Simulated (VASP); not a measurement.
Here is a VASP 6.6.1 calculation.

Contents of INCAR:

```
SYSTEM = Bi
PREC     = Accurate       ! precision mode
ENCUT    = 300            ! plane-wave cutoff, eV
EDIFF    = 1E-7           ! SCF threshold, eV
ISMEAR   = 1              ! smearing method
SIGMA    = 0.1            ! smearing width, eV
LREAL    = .False.        ! projectors in reciprocal space
LASPH    = .True.         ! aspherical terms in the spheres
NELM     = 80             ! most SCF steps
ALGO     = Fast           ! electronic algorithm
ISIF     = 2              ! what is computed and relaxed
LWAVE    = .False.        ! write WAVECAR
LCHARG   = .False.        ! write CHGCAR
GGA      = PE             ! functional
IBRION   = 2              ! ionic algorithm
NSW      = 40             ! ionic steps
EDIFFG   = -0.01          ! ionic threshold
```

File KPOINTS:

```
Automatic mesh
0
Gamma
  7 7 7
  0 0 0
```

POSCAR

```
Bi                                      
1.0
   -2.0021008356      2.0021008356      2.0021008356
    2.0021008356     -2.0021008356      2.0021008356
    2.0021008356      2.0021008356     -2.0021008356
  Bi            
     1
Direct
     0.0000000000000000    0.0000000000000000    0.0000000000000000
```

Potentials or basis: VASP PAW PBE potentials, release 64 (Bi).

Run with:

```console
$ cat potpaw_PBE.64/Bi/POTCAR > POTCAR
$ mpirun -np 1 vasp_std > vasp.out
```

Q: Estimate the band gap on the k mesh.

A: None (metal or under the smearing width).

Final structure:
```xyz
1
Lattice="-2.0021 2.0021 2.0021 2.0021 -2.0021 2.0021 2.0021 2.0021 -2.0021" Properties=species:S:1:pos:R:3 pbc="T T T"
Bi    0.0000    0.0000    0.0000
```

Caveat: the relaxation stopped at its first step, so nothing moved; spin-orbit coupling is left out, which moves the levels of the heavy elements.
